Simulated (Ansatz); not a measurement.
# HfC: band structure with BLYP

The system is HfC.

```xyz
2
Lattice="2.4394 0.0000 0.0000 0.0000 4.6950 0.0000 0.0000 0.0000 2.5623" Properties=species:S:1:pos:R:3 pbc="T T T"
Hf    0.0000    0.0000    0.0000
C     0.0000    2.3475    1.9217
```

The cell was built by a generator and needn't be a form met in nature.

```
Program                             : Ansatz 0.2.0
Task                                : band structure
Functional                          : BLYP
Potentials or basis                 : Ansatz PAW
Cutoff                              : 420 eV (not typed: the program's choice for these potentials)
k mesh                              : 11 × 6 × 10
Occupations                         : fermi-dirac, width 0.05 eV
Spin                                : no spin polarisation
Path                                : [["G", "X", "S", "Y", "G", "Z", "U", "R", "T", "Z"], ["Y", "T"], ["U", "X"], ["S", "R"]]
Points for each segment of the path : 14
```

The pressure is 17.8 GPa, the largest force is 0.036 eV/Å and the band gap on the k mesh is none (metal or under the smearing width).

Forces on the atoms (eV/Å):
```
Hf   0.000  0.000  0.036
C    0.000  0.000 -0.036
```

Stress tensor (GPa, compression positive):
```
 63.94   0.00   0.00
  0.00 -45.02   0.00
  0.00   0.00  34.56
```

Levels at the corners of the path, in eV from the Fermi level:
```tsv
point	band 13	band 14	band 15	band 16	band 17	band 18
Γ	-4.32	-2.46	-2.41	3.02	4.35	5.02
X	-3.57	-1.99	-1.03	-0.07	3.56	4.29
S	-4.65	-1.57	-1.28	-1.12	0.04	4.37
Y	-4.01	-3.38	-1.67	2.48	4.70	5.48
Γ	-4.32	-2.46	-2.41	3.02	4.35	5.02
Z	-6.02	-2.91	-2.28	3.29	3.93	5.96
U	-4.79	-2.62	-0.55	0.89	3.56	4.05
R	-4.45	-2.45	-1.60	-0.29	1.19	2.90
T	-4.05	-2.43	-1.55	1.00	3.09	4.85
Z	-6.02	-2.91	-2.28	3.29	3.93	5.96
Y	-4.01	-3.38	-1.67	2.48	4.70	5.48
T	-4.05	-2.43	-1.55	1.00	3.09	4.85
U	-4.79	-2.62	-0.55	0.89	3.56	4.05
X	-3.57	-1.99	-1.03	-0.07	3.56	4.29
S	-4.65	-1.57	-1.28	-1.12	0.04	4.37
R	-4.45	-2.45	-1.60	-0.29	1.19	2.90
```

It took 7.1 s on 2 threads of Intel(R) Xeon(R) Processor @ 2.70GHz, with other jobs on the host, peak memory 0.42 GiB.

Caveat: so large a pressure means that the cell lies far from this level's equilibrium, or that cutoff or potentials fall short; spin-orbit coupling is left out, which moves the levels of the heavy elements; the PAW data sets come from PBE, with cores solved anew for the run's functional, which leaves a small shift of forces and pressure.
